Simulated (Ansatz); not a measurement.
Rows from a G0W0 calculation on MgI2/MgI2 (1T bilayer) (Ansatz 0.2.0; G0W0 on PBE, plane waves, PAW; 3×3×1 mesh, 383 empty bands, screening to 41 eV), in eV. Spin-orbit coupling is left out.

| row | Σx | Σc | Vxc | Z |
| --- | --- | --- | --- | --- |
| A | -6.79 | -3.26 | -10.86 | 0.82 |
| B | -6.74 | -3.29 | -10.96 | 0.81 |
| C | -17.94 | 2.11 | -15.08 | 0.79 |

Q: Which rows are filled states and which are empty ones, and how can one tell?

Filled: C. Empty: A and B. The sign of Σc tells: for a filled state bare exchange, which holds its interaction with itself, lies below Vxc (Σx − Vxc is -2.9 eV or lower here) and screening gives part back as a positive Σc. For an empty state Σx lies above Vxc (+4.1 eV or more) and the Coulomb hole leaves Σc negative.

[Runs of the session that timed out or met a known fault of the program may be left out.]

[Cells called generated may have been cut or substituted from an entry of the Crystallography Open Database or the Materials Project.]

[Hosts, paths, dates, database ids (printed as entryN), source tags and the programs' standing remarks are cut or masked in the printed files.]
